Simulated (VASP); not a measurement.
# CdS (F-43m) in VASP: notebook

Runs on CdS. Level: PBE. Tasks: band structure, Born charges and dielectric tensor.

Everything below comes from runs of VASP 6.6.1. Logs are shortened: lines on timing, memory, paths and dates and some standing lists are left out, and cuts for length are marked.

## 1. Starting point

Symmetry: F-43m, No. 216, cubic system. The conventional cell has a = 5.833 Å, b = 5.833 Å, c = 5.833 Å, α = 90.00°, β = 90.00°, γ = 90.00°. Cd (site symmetry -43m) has 4 S at 2.53 Å as nearest neighbours. S (site symmetry -43m) is surrounded by 4 Cd at 2.53 Å.

## 2. Band structure, PBE

Contents of INCAR:

```
SYSTEM = CdS
  PREC = Accurate
  ENCUT = 520
  EDIFF = 1E-7
  ISMEAR = 0
  SIGMA = 0.02
  LREAL = .FALSE.
  LASPH = .TRUE.
  NELM = 60
  ALGO = Normal
  ISIF = 2
  LWAVE = .FALSE.
  LCHARG = .FALSE.
  GGA = PE
```

Contents of KPOINTS:

```
regular mesh
0
G
  10 10 10
  0 0 0
```

Contents of POSCAR:

```
CdS
1.0
    0.0000000000      2.9165000000      2.9165000000
    2.9165000000      0.0000000000      2.9165000000
    2.9165000000      2.9165000000      0.0000000000
Cd S
1 1
Direct
    0.0000000000      0.0000000000      0.0000000000
    0.2500000000      0.2500000000      0.2500000000
```

Contents of KPOINTS_OPT:

```
path GXWKGLUWLK,UX
20
line-mode
reciprocal
 0.0000000000  0.0000000000  0.0000000000  G
 0.5000000000  0.0000000000  0.5000000000  X

 0.5000000000  0.0000000000  0.5000000000  X
 0.5000000000  0.2500000000  0.7500000000  W

 0.5000000000  0.2500000000  0.7500000000  W
 0.3750000000  0.3750000000  0.7500000000  K

 0.3750000000  0.3750000000  0.7500000000  K
 0.0000000000  0.0000000000  0.0000000000  G

 0.0000000000  0.0000000000  0.0000000000  G
 0.5000000000  0.5000000000  0.5000000000  L

 0.5000000000  0.5000000000  0.5000000000  L
 0.6250000000  0.2500000000  0.6250000000  U

 0.6250000000  0.2500000000  0.6250000000  U
 0.5000000000  0.2500000000  0.7500000000  W

 0.5000000000  0.2500000000  0.7500000000  W
 0.5000000000  0.5000000000  0.5000000000  L

 0.5000000000  0.5000000000  0.5000000000  L
 0.3750000000  0.3750000000  0.7500000000  K

 0.6250000000  0.2500000000  0.6250000000  U
 0.5000000000  0.0000000000  0.5000000000  X
```

Potentials or basis: VASP PAW PBE potentials, release 64 (Cd, S).

Started as:

```bash
$ cat potpaw_PBE.64/Cd/POTCAR potpaw_PBE.64/S/POTCAR > POTCAR
$ mpirun -np 1 vasp_std > vasp.out
```

OUTCAR:

```text
SYSTEM = CdS
   PREC = Accurate
   ENCUT = 520
   EDIFF = 1E-7
   ISMEAR = 0
   LREAL = .FALSE.
   LASPH = .TRUE.
   NELM = 60
   ISIF = 2
   GGA = PE

 ion  position               nearest neighbor table
   1  0.000  0.000  0.000-   2 2.53   2 2.53   2 2.53   2 2.53
   2  0.250  0.250  0.250-   1 2.53   1 2.53   1 2.53   1 2.53

  LATTYP: Found a face centered cubic cell.
 ALAT       =     5.8330000000

  Lattice vectors:

 A1 = (   0.0000000000,   2.9165000000,   2.9165000000)
 A2 = (   2.9165000000,   0.0000000000,   2.9165000000)
 A3 = (   2.9165000000,   2.9165000000,   0.0000000000)

Analysis of symmetry for initial positions (statically):
=====================================================================
 Subroutine PRICEL returns:
 Original cell was already a primitive cell.

 Routine SETGRP: Setting up the symmetry group for a
 face centered cubic supercell.

 Subroutine GETGRP returns: Found 24 space group operations
 (whereof 24 operations were pure point group operations)
 out of a pool of 48 trial point group operations.

The static configuration has the point symmetry T_d .

Analysis of symmetry for dynamics (positions and initial velocities):
=====================================================================
 Subroutine PRICEL returns:
 Original cell was already a primitive cell.

 Routine SETGRP: Setting up the symmetry group for a
 face centered cubic supercell.

 Subroutine GETGRP returns: Found 24 space group operations
 (whereof 24 operations were pure point group operations)
 out of a pool of 48 trial point group operations.

The dynamic configuration has the point symmetry T_d .

 Subroutine INISYM returns: Found 24 space group operations
 (whereof 24 operations are pure point group operations),
 and found     1 'primitive' translations

----------------------------------------------------------------------------------------

                                     Primitive cell

  volume of cell :      49.6153

  direct lattice vectors                    reciprocal lattice vectors
     0.000000000  2.916500000  2.916500000    -0.171438368  0.171438368  0.171438368
     2.916500000  0.000000000  2.916500000     0.171438368 -0.171438368  0.171438368
     2.916500000  2.916500000  0.000000000     0.171438368  0.171438368 -0.171438368

  length of vectors
     4.124553855  4.124553855  4.124553855     0.296939964  0.296939964  0.296939964

  position of ions in fractional coordinates (direct lattice)
     0.000000000  0.000000000  0.000000000
     0.250000000  0.250000000  0.250000000

  ion indices of the primitive-cell ions
   primitive index   ion index
                 1           1
                 2           2

----------------------------------------------------------------------------------------

 KPOINTS: regular mesh

Automatic generation of k-mesh.
 Grid dimensions read from file:
 generate k-points for:   10   10   10

 Generating k-lattice:

  Cartesian coordinates                     Fractional coordinates (reciprocal lattice)
    -0.017143837  0.017143837  0.017143837     0.100000000  0.000000000  0.000000000
     0.017143837 -0.017143837  0.017143837     0.000000000  0.100000000  0.000000000
     0.017143837  0.017143837 -0.017143837     0.000000000  0.000000000  0.100000000

  Length of vectors
     0.029693996  0.029693996  0.029693996

  Shift w.r.t. Gamma in fractional coordinates (k-lattice)
     0.000000000  0.000000000  0.000000000

 Subroutine IBZKPT returns following result:
 ===========================================

 Found     47 irreducible k-points:

 Following reciprocal coordinates:
            Coordinates               Weight
  0.000000  0.000000  0.000000      1.000000
  0.100000  0.000000  0.000000      8.000000
  0.200000  0.000000  0.000000      8.000000
  0.300000  0.000000  0.000000      8.000000
  0.400000  0.000000  0.000000      8.000000
  0.500000  0.000000  0.000000      4.000000
[... 16 lines left out ...]
  0.300000  0.300000  0.000000      6.000000
  0.400000  0.300000  0.000000     24.000000
 [... further k-points ...]
   k-points           NKPTS =     47   k-points in BZ     NKDIM =     47   number of bands    NBANDS=     13
   number of dos      NEDOS =    301   number of ions     NIONS =      2
   total plane-waves  NPLWV =  32768
   dimension x,y,z NGX =    32 NGY =   32 NGZ =   32
   dimension x,y,z NGXF=    64 NGYF=   64 NGZF=   64
   ions per type =               1   1
   NGX,Y,Z   is equivalent  to a cutoff of  12.90, 12.90, 12.90 a.u.
   NGXF,Y,Z  is equivalent  to a cutoff of  25.80, 25.80, 25.80 a.u.
 SYSTEM =  CdS
   PREC   = accura    normal or accurate (medium, high low for compatibility)
   ISTART =      0    job   : 0-new  1-cont  2-samecut
   ICHARG =      2    charge: 1-file 2-atom 10-const
   ISPIN  =      1    spin polarized calculation?
   LNONCOLLINEAR =      F non collinear calculations
   LSORBIT =      F    spin-orbit coupling
   LASPH  =      T    aspherical Exc in radial PAW
   ENCUT  =  520.0 eV  38.22 Ry    6.18 a.u.   7.67  7.67  7.67*2*pi/ulx,y,z
   NELM   =     60;   NELMIN=  2; NELMDL= -5     # of ELM steps
   EDIFF  = 0.1E-06   stopping-criterion for ELM
   LREAL  =      F    real-space projection
   EDIFFG = 0.1E-05   stopping-criterion for IOM
   NSW    =      0    number of steps for IOM
   IBRION =     -1    ionic relax: 0-MD 1-quasi-New 2-CG
   NFREE  =      0    steps in history (QN), initial steepest desc. (CG)
   ISIF   =      2    stress and relaxation
   ISYM   =      2    0-nonsym 1-usesym 2-fastsym
   POTIM  = 0.5000    time-step for ionic-motion
   TEBEG  =    0.0;   TEEND  =   0.0 temperature during run
   PSTRESS=    0.0 pullay stress
   NELECT =      18.0000    total number of electrons
   NUPDOWN=      -1.0000    fix difference up-down
   EMIN   =  10.00;   EMAX   =-10.00  energy-range for DOS
   EFERMI =   0.00;   METHOD = LEGACY
   ISMEAR =     0;   SIGMA  =   0.02  broadening in eV -4-tet -1-fermi 0-gaus
   EFERMI_NEDOS =   21; number of points for ismear=-14 and -15
   IALGO  =     38    algorithm
   IMIX   =      4    mixing-type and parameters
     AMIX     =   0.40;   BMIX     =  1.00
     AMIX_MAG =   1.60;   BMIX_MAG =  1.00
  volume/ion in A,a.u.               =      24.81       167.41
  Fermi-wavevector in a.u.,A,eV,Ry     =   1.167599  2.206442 18.548649  1.363287
  Thomas-Fermi vector in A             =   2.304097
   LORBIT       =      0    0 simple, 1 ext, 2 COOP (PROOUT), +10 PAW based schemes
   GGA     = PE    functional components
   LHFCALC =     F    Hartree Fock is set to
   AEXX    =    0.0000 exact exchange contribution
   IVDW    =     0    specifies the selected vdW correction
   LEPSILON=     F    determine dielectric tensor
   LRPA    =     F    only Hartree local field effects (RPA)
 non-spin polarized calculation
 Gauss-broadening in eV      SIGMA  =   0.02
  energy-cutoff  :      520.00
  volume of cell :       49.62
 maximum number of plane-waves:      1363
   NGX = 15   NGY = 15   NGZ = 15

 number of electron      18.0000004 magnetization

 Free energy of the ion-electron system (eV)
  ---------------------------------------------------
  ext. energy  EPLUGINS =         0.00000000
  ---------------------------------------------------
  free energy    TOTEN  =        -6.12153396 eV

  energy without entropy =       -6.12153396  energy(sigma->0) =       -6.12153396

 E-fermi :   1.4591     XC(G=0):  -9.1498

 val. band max:        1.3138933486   @ k =   0.0000   0.0000   0.0000
 cond. band min:       2.4638668818   @ k =   0.0000   0.0000   0.0000
 fundamental gap:      1.1499735331
 Fermi energy:         1.4591254552

 k-point     1 :       0.0000    0.0000    0.0000
  band No.  band energies     occupation
      1     -11.0559      2.00000
      2      -6.4139      2.00000
      3      -6.4139      2.00000
      4      -6.4139      2.00000
      5      -5.9339      2.00000
      6      -5.9339      2.00000
      7       1.3139      2.00000
      8       1.3139      2.00000
      9       1.3139      2.00000
     10       2.4639      0.00000
     11       7.8609      0.00000
     12       7.8609      0.00000
     13       7.8609      0.00000

 k-point     2 :       0.1000    0.0000    0.0000
  band No.  band energies     occupation
      1     -11.0155      2.00000
      2      -6.3990      2.00000
      3      -6.3990      2.00000
      4      -6.3802      2.00000
      5      -5.9348      2.00000
      6      -5.9348      2.00000
      7       0.5699      2.00000
      8       1.2337      2.00000
      9       1.2337      2.00000
     10       3.0914      0.00000
     11       7.6719      0.00000
     12       7.9948      0.00000
     13       7.9948      0.00000

 k-point     3 :       0.2000    0.0000    0.0000
  band No.  band energies     occupation
      1     -10.9091      2.00000
      2      -6.3627      2.00000
      3      -6.3627      2.00000
      4      -6.2647      2.00000
      5      -5.9335      2.00000
      6      -5.9335      2.00000
      7      -0.5924      2.00000
      8       1.0342      2.00000
      9       1.0342      2.00000
     10       3.8505      0.00000
     11       7.5158      0.00000
     12       8.2675      0.00000
     13       8.2675      0.00000
[... 305 lines left out ...]
 k-point    23 :       0.3000    0.3000    0.0000
  band No.  band energies     occupation
      1     -10.6878      2.00000
      2      -6.2000      2.00000
      3      -6.1995      2.00000
      4      -6.1995      2.00000
      5      -5.8942      2.00000
      6      -5.8769      2.00000
      7      -1.4826      2.00000
      8       0.0159      2.00000
      9       0.0159      2.00000
     10       5.1624      0.00000
     11       5.8643      0.00000
     12       9.6244      0.00000
     13      10.0480      0.00000

 k-point    24 :       0.4000    0.3000    0.0000
  band No.  band energies     occupation
      1     -10.6056      2.00000
      2      -6.2091      2.00000
      3      -6.1559      2.00000
      4      -6.1168      2.00000
      5      -5.8675      2.00000
      6      -5.7437      2.00000
      7      -2.0100      2.00000
      8      -0.3294      2.00000
      9      -0.1776      2.00000
     10       5.3138      0.00000
     11       5.9308      0.00000
     12       9.3270      0.00000
     13      10.4082      0.00000

 [... further k-points ...]

------------------------ aborting loop because EDIFF is reached ----------------------------------------

  FORCE on cell =-STRESS in cart. coord.  units (eV):
  Direction    XX          YY          ZZ          XY          YZ          ZX
  --------------------------------------------------------------------------------------
  -------------------------------------------------------------------------------------
  Total        0.9948944      0.9948944      0.9948944      0.0000000      0.0000000      0.0000000
  in kB       32.1271091     32.1271091     32.1271091      0.0000000      0.0000000      0.0000000
  external PRESSURE =      32.1271091 kB  Pullay stress =       0.0000000 kB

 VOLUME and BASIS-vectors are now :
 -----------------------------------------------------------------------------
  energy-cutoff  :      520.00
  volume of cell :       49.62
      direct lattice vectors                 reciprocal lattice vectors
     0.000000000  2.916500000  2.916500000    -0.171438368  0.171438368  0.171438368
     2.916500000  0.000000000  2.916500000     0.171438368 -0.171438368  0.171438368
     2.916500000  2.916500000  0.000000000     0.171438368  0.171438368 -0.171438368

 POSITION                                       TOTAL-FORCE (eV/Angst)
 -----------------------------------------------------------------------------------
      0.00000      0.00000      0.00000        -0.000000     -0.000000     -0.000000
      1.45825      1.45825      1.45825         0.000000      0.000000      0.000000
 -----------------------------------------------------------------------------------
    total drift:                               -0.000000     -0.000000     -0.000000

  FREE ENERGIE OF THE ION-ELECTRON SYSTEM (eV)
  ---------------------------------------------------
  free  energy   TOTEN  =        -6.1215339559 eV

  energy  without entropy=       -6.1215339559  energy(sigma->0) =       -6.12153396
```

Run time: 1.9 min. Hardware: 1 thread of AMD EPYC 7R13 (Zen 3), shared host; peak memory 0.17 GiB.

What came out:

```
Free energy             : -6.1215 eV
Pressure                : 3.2 GPa
Band gap on the k mesh  : 1.15 eV, direct
Band gap along the path : 1.15 eV, direct
```

Levels at the corners of the path, in eV from the valence-band top:
```csv
point,band 5,band 6,band 7,band 8,band 9,band 10,band 11,band 12,band 13
Γ,-7.25,-7.25,0.00,0.00,0.00,1.15,6.55,6.55,6.55
X,-7.16,-6.80,-3.95,-1.88,-1.88,3.55,4.35,9.23,10.78
X,-7.16,-6.80,-3.95,-1.88,-1.88,3.55,4.35,9.23,10.78
W,-7.24,-6.62,-3.90,-2.27,-2.19,5.44,5.44,7.25,8.07
W,-7.24,-6.62,-3.90,-2.27,-2.19,5.44,5.44,7.25,8.07
K,-7.20,-6.67,-3.93,-2.53,-1.53,4.24,5.46,8.51,9.07
K,-7.20,-6.67,-3.93,-2.53,-1.53,4.24,5.46,8.51,9.07
Γ,-7.25,-7.25,0.00,0.00,0.00,1.15,6.55,6.55,6.55
Γ,-7.25,-7.25,0.00,0.00,0.00,1.15,6.55,6.55,6.55
L,-7.21,-6.87,-4.40,-0.75,-0.75,3.02,7.01,7.01,7.48
L,-7.21,-6.87,-4.40,-0.75,-0.75,3.02,7.01,7.01,7.48
U,-7.20,-6.67,-3.93,-2.53,-1.53,4.24,5.46,8.51,9.07
U,-7.20,-6.67,-3.93,-2.53,-1.53,4.24,5.46,8.51,9.07
W,-7.24,-6.62,-3.90,-2.27,-2.19,5.44,5.44,7.25,8.07
W,-7.24,-6.62,-3.90,-2.27,-2.19,5.44,5.44,7.25,8.07
L,-7.21,-6.87,-4.40,-0.75,-0.75,3.02,7.01,7.01,7.48
L,-7.21,-6.87,-4.40,-0.75,-0.75,3.02,7.01,7.01,7.48
K,-7.20,-6.67,-3.93,-2.53,-1.53,4.24,5.46,8.51,9.07
U,-7.20,-6.67,-3.93,-2.53,-1.53,4.24,5.46,8.51,9.07
X,-7.16,-6.80,-3.95,-1.88,-1.88,3.55,4.35,9.23,10.78
```

(Continued in part 2 of 2.)
